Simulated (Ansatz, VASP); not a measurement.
## One calculation of KMgF3, two programs

INCAR

```
SYSTEM = KMgF3
PREC     = Accurate       ! precision mode
ENCUT    = 520            ! plane-wave cutoff, eV
EDIFF    = 1E-6           ! SCF threshold, eV
ISMEAR   = 0              ! smearing method
SIGMA    = 0.01           ! smearing width, eV
LREAL    = .False.        ! projectors in reciprocal space
LASPH    = .True.         ! aspherical terms in the spheres
NELM     = 100            ! most SCF steps
ALGO     = Normal         ! electronic algorithm
ISIF     = 2              ! what is computed and relaxed
LWAVE    = .False.        ! write WAVECAR
LCHARG   = .True.         ! write CHGCAR
GGA      = CA             ! functional
LELF     = .True.         ! ELF
LVHAR    = .True.       
NBANDS   = 24             ! bands
```

KPOINTS

```
regular mesh
0
Gamma
  6 6 6
  0 0 0
```

File POSCAR:

```
KMgF3
1.0
    4.0845689666      0.0000000000      0.0000000000
    0.0000000000      4.0845689666      0.0000000000
    0.0000000000      0.0000000000      4.0845689666
K Mg F
1 1 3
Direct
    0.5000000000      0.5000000000      0.5000000000
    0.0000000000      0.0000000000      0.0000000000
    0.5000000000      0.0000000000      0.0000000000
    0.0000000000      0.5000000000      0.0000000000
    0.0000000000      0.0000000000      0.5000000000
```

Input for Ansatz:

```yaml
crystal:
  lattice:
    - [4.0845689666, 0.0, 0.0]
    - [0.0, 4.0845689666, 0.0]
    - [0.0, 0.0, 4.0845689666]
  atoms:
    - { symbol: K, position: [0.5, 0.5, 0.5] }
    - { symbol: Mg, position: [0.0, 0.0, 0.0] }
    - { symbol: F, position: [0.5, 0.0, 0.0] }
    - { symbol: F, position: [0.0, 0.5, 0.0] }
    - { symbol: F, position: [0.0, 0.0, 0.5] }
scf:
  occupations: { method: fixed }
output:
  forces: true
  stress: true
  eigenvalues: true
  write_density: true
  write_potential: true
  elf: true
  volumetric_format: npy
hamiltonian:
  xc: lda
basis:
  ecutwfc: 560
kpoints:
  mp_grid: { grid: [6, 6, 6] }
```

Alike in both runs: task single point; functional LDA; k mesh 6 × 6 × 6; no spin polarisation.

```csv
,VASP,Ansatz
version,VASP 6.6.1,Ansatz 0.2.0
potentials or method,"VASP PAW LDA potentials, release 64 (K_sv, Mg, F)","scalar-relativistic, plane waves, PAW"
plane-wave cutoff (eV),520,560
occupations,"gaussian, width 0.01 eV",fixed
valence electrons in the cell,32,40
```

|  | VASP | Ansatz | Ansatz less VASP |
| --- | --- | --- | --- |
| gap on the k mesh at the Fermi level (eV) | 6.43 | 6.45 | +0.027 |
| least direct gap on the mesh (eV) | 6.75 | 6.78 | +0.025 |
| pressure (GPa) | -9.2 | -8.4 | +0.73 |

The two sets of potentials don't hold the same shells in valence.

A k mesh can miss the band edges. A hybrid or GW would open this gap; LDA tends to underestimate it.
